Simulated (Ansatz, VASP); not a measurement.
**Two plane-wave programs on Sc**

```
Sc
1.0
     3.30900    0.00000    0.00000
    -1.65450    2.86568    0.00000
     0.00000    0.00000    5.27330
Sc
2
Cartesian
  1.6545 0.9552 3.9550
  0.0000 1.9105 1.3183
```

Alike in both runs: task single point; functional RPBE; k mesh 9 × 9 × 5; occupations gaussian, width 0.05 eV; no spin polarisation.

```csv
,VASP,Ansatz
version,VASP 6.6.1,Ansatz 0.2.0
potentials or method,"VASP PAW PBE potentials, release 64 (Sc_sv_GW)",Ansatz PAW
plane-wave cutoff (eV),550,420
valence electrons in the cell,22,22
```

```csv
,VASP,Ansatz,Ansatz less VASP
gap on the k mesh at the Fermi level (eV),none,none,-
pressure (GPa),0.6,1.3,+0.70
largest component of the traceless stress (GPa),0.99,0.99,0.000
```

A gap of «none» marks a metal or a gap that the smearing closes.

Caveats: the PAW data sets were made with another functional, which shifts forces and pressure a little (VASP); the PAW data sets come from PBE, with cores solved anew for the run's functional, which leaves a small shift of forces and pressure (Ansatz).
